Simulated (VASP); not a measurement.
## VASP 6.6.1 run: CsPbCl₃

INCAR

```
AMIX = 0.8
NBANDS = 30
ENCUT = 520
LREAL = .FALSE.
IBRION = -1
SIGMA = 0.02
ISMEAR = -1
ISIF = 2
NSW = 0
EDIFF = 1E-7
NELM = 82
PREC = Accurate
IVDW = 12
LASPH = .TRUE.
LWAVE = .FALSE.
LCHARG = .FALSE.
GGA = PE
```

KPOINTS

```
KPOINTS created by Atomic Simulation Environment
0
Gamma
4 4 4
0 0 0
```

POSCAR

```
Cs Pb Cl
 1.0000000000000000
     5.6767295249891125    0.0000000000000000    0.0000000000000000
     0.0000000000000000    5.6767295249891125    0.0000000000000000
     0.0000000000000000    0.0000000000000000    5.6767295249891125
 Cs  Pb  Cl
   1   1   3
Cartesian
 -0.0000000000000000  0.0000000000000000  0.0000000000000000
  2.8383647624945563  2.8383647624945563  2.8383647624945563
  2.8383647624945563  2.8383647624945563  0.0000000000000000
  0.0000000000000000  2.8383647624945563  2.8383647624945563
  2.8383647624945563  0.0000000000000000  2.8383647624945563
```

The recommended PBE PAW datasets give the neutral cell 44 valence electrons.

Command

```
mpirun -np 1 vasp_std
```

How does this run end, and what does it give?

It converged. Results: gap between bands v and c on the k mesh 2.10 eV; least direct gap on the k mesh 2.10 eV; pressure -0.1 GPa. Band v is the last that the valence electrons fill when counted band by band, and c is the next.

OSZICAR

```
N       E                     dE             d eps       ncg     rms          rms(c)
DAV:   1     0.416560457161E+03    0.41656E+03   -0.19064E+04   600   0.133E+03
DAV:   2     0.308133736946E+02   -0.38575E+03   -0.36914E+03   736   0.315E+02
DAV:   3    -0.165660470586E+02   -0.47379E+02   -0.46913E+02   760   0.117E+02
DAV:   4    -0.184005737389E+02   -0.18345E+01   -0.18285E+01   774   0.294E+01
DAV:   5    -0.184583483433E+02   -0.57775E-01   -0.57738E-01   794   0.446E+00    0.509E+00
DAV:   6    -0.176383339888E+02    0.82001E+00   -0.60298E+00   824   0.239E+01    0.461E+00
DAV:   7    -0.175225717329E+02    0.11576E+00   -0.95227E-01   820   0.554E+00    0.178E+00
DAV:   8    -0.175359798812E+02   -0.13408E-01   -0.81214E-02   740   0.170E+00    0.299E-01
DAV:   9    -0.175345019167E+02    0.14780E-02   -0.55129E-03   918   0.621E-01    0.110E-01
DAV:  10    -0.175345329712E+02   -0.31054E-04   -0.44758E-04   708   0.117E-01    0.194E-02
DAV:  11    -0.175345345072E+02   -0.15361E-05   -0.21370E-05   946   0.376E-02    0.491E-03
DAV:  12    -0.175345350681E+02   -0.56086E-06   -0.14324E-06   694   0.726E-03    0.254E-03
DAV:  13    -0.175345349196E+02    0.14851E-06   -0.82943E-08   586   0.190E-03    0.721E-04
DAV:  14    -0.175345348714E+02    0.48238E-07   -0.18604E-08   444   0.131E-03
   1 F= -.18499859E+02 E0= -.18499859E+02  d E =-.108919E-10
```

For comparison, a separate PBE run of the intended cell, on usual settings and not on those above, gives a gap of 2.10 eV on its mesh and a pressure of 0.7 GPa.
